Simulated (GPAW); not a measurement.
A run of GPAW 26.7.0 is set up as follows.

File run.py:

```python
import numpy as np
from ase.dft.bandgap import bandgap
from ase.io import read, write
from gpaw import GPAW, PW
from gpaw.xc import parametrizedxc

class ScaledMGGA(parametrizedxc.ParametrizedKernel):
    """Weighted sum of Libxc meta-GGA parts, named like '0.75_MGGA_X_..+1.0_MGGA_C_..'."""
    def __init__(self, name):
        super().__init__(name)
        self.type = 'MGGA'

    def calculate(self, e_g, n_sg, dedn_sg, sigma_xg, dedsigma_xg, tau_sg, dedtau_sg):
        e_g[:] = dedsigma_xg[:] = dedtau_sg[:] = 0.0
        for kernel, c in zip(self.kernels, self.coefs):
            e, v, s, t = [np.zeros_like(x) for x in [e_g, dedn_sg, dedsigma_xg, dedtau_sg]]
            kernel.calculate(e, n_sg, v, sigma_xg, s, tau_sg, t)
            e_g += c * e
            dedn_sg += c * v
            dedsigma_xg += c * s
            dedtau_sg += c * t

parametrizedxc.ParametrizedKernel = ScaledMGGA

atoms = read('POSCAR')

calc = GPAW(mode=PW(550),
            xc={'name': '0.750_MGGA_X_R2SCAN+1.0_MGGA_C_R2SCAN', 'fraction': 0.25, 'omega': 0.0, 'backend': 'pw'},
            kpts={'size': (5, 5, 5), 'gamma': True},
            occupations={'name': 'fermi-dirac', 'width': 0.001},
            nbands=11,
            convergence={'density': 0.0001},
            maxiter=40,
            txt='gpaw.txt')
atoms.calc = calc
energy = atoms.get_potential_energy()
calc.write('gs.gpw')
write('result.traj', atoms)
print(f'Energy: {energy:.6f} eV')
print('Fermi level:', round(calc.get_fermi_level(), 4), 'eV')
print(f'Gap: {bandgap(calc)[0]:.4f} eV, direct: {bandgap(calc, direct=True)[0]:.4f} eV')
```

Contents of POSCAR:

```
BAs
1.0
    0.0000000000      2.3885000000      2.3885000000
    2.3885000000      0.0000000000      2.3885000000
    2.3885000000      2.3885000000      0.0000000000
As B
1 1
Direct
    0.7500000000      0.7500000000      0.7500000000
    0.0000000000      0.0000000000      0.0000000000
```

Potentials or basis: GPAW PAW data sets (gpaw-data 1.2.1), pw.

Launch:

```sh
$ OMP_NUM_THREADS=1 python run.py
```

Problem. What does it give for the band gap on the k mesh?

Solution. 2.63 eV, indirect (least direct gap 4.88 eV).

Caveat: the k mesh is coarse (spacing up to 0.46 Å⁻¹), so the values aren't converged, least of all with exact exchange; the scaled meta-GGA exchange is a class typed in the script; an odd mesh through Γ misses points on the zone boundary, where band edges often lie.
